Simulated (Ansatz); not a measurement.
# TiC in Ansatz: the effect of target pressure

Crystal: TiC.

```
Ti C
1.0
     0.00000    2.16572    2.16572
     2.16572    0.00000    2.16572
     2.16572    2.16572    0.00000
Ti C
1 1
Direct
  0.00000 0.00000 0.00000
  0.50000 0.50000 0.50000
```

The cell is a database's computed one.

Alike in all runs:

| Item | Value |
| --- | --- |
| Program | Ansatz 0.2.0 |
| Task | relaxation of cell and atoms |
| Functional | PBE |
| Potentials or basis | Ansatz PAW |
| Cutoff | 420 eV (not typed: the program's choice for these potentials) |
| k mesh | 11 × 11 × 11 |
| Occupations | fermi-dirac, width 0.05 eV |
| Spin | no spin polarisation |

Each run relaxes the cell or the atoms first.

```csv
target pressure,relaxed volume (Å³/atom)
0 GPa,10.17
2 GPa,10.09
5 GPa,9.98
10 GPa,9.80
20 GPa,9.49
30 GPa,?
```

Q: What does the run with target pressure 30 GPa give?

A: Relaxed volume 9.22 Å³/atom.

Worked out: In Murnaghan's law V^(-B') rises as a straight line in P. The other rows fit best with B' = 3.7, V0 = 10.17 Å³/atom and B0 = 253 GPa, which gives 9.22 Å³/atom at 30 GPa, against the run's 9.22.

Caveats: the plane-wave basis is chosen anew once the cell has moved, so the energies of steps on either side of that aren't comparable.
